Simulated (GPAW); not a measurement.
InPd:

```xyz
2
Lattice="3.2719 0.0000 0.0000 0.0000 3.2719 0.0000 0.0000 0.0000 3.2719" Properties=species:S:1:pos:R:3 pbc="T T T"
In    0.0000    0.0000    0.0000
Pd    1.6359    1.6359    1.6359
```

The cell comes from a database or a generator and needn't be the stable form of this composition.

| Property | Result |
| --- | --- |
| Program | GPAW 26.7.0 |
| Task | relaxation of cell and atoms |
| Functional | PBEsol |
| Potentials or basis | PAW data sets generated in the run's folder for this functional |
| Cutoff | 600 eV |
| Basis | pw |
| k mesh | 8 × 8 × 8 |
| Occupations | fermi-dirac, width 0.05 eV |
| Spin | no spin polarisation |

At the start: pressure -3.1 GPa; volume 17.51 Å³/atom.

Problem. Where does the relaxation end?

Solution. Over 3 steps the energy falls by 4.1 meV/atom and the volume is 17.08 Å³/atom (-2.5 %); space group Pm-3m (No. 221, to 0.05 Å).

The path:
| step | energy change (eV) | largest force (eV/Å) | pressure (GPa) | volume (Å³) |
| --- | --- | --- | --- | --- |
| 1 | 0.0000 | 0.0000 | -3.14 | 35.03 |
| 2 | -0.0042 | 0.0000 | -2.23 | 34.77 |
| 3 | -0.0082 | 0.0000 | 0.11 | 34.16 |

Final structure:
```cif
data_structure
_symmetry_space_group_name_H-M 'P 1'
_symmetry_Int_Tables_number 1
_cell_length_a 3.2448
_cell_length_b 3.2448
_cell_length_c 3.2448
_cell_angle_alpha 90.000
_cell_angle_beta 90.000
_cell_angle_gamma 90.000
_cell_volume 34.16
loop_
_atom_site_label
_atom_site_type_symbol
_atom_site_fract_x
_atom_site_fract_y
_atom_site_fract_z
_atom_site_occupancy
In1 In 0.00000 0.00000 0.00000 1
Pd1 Pd 0.50000 0.50000 0.50000 1
```

Caveat: later steps reuse the first step's grids.
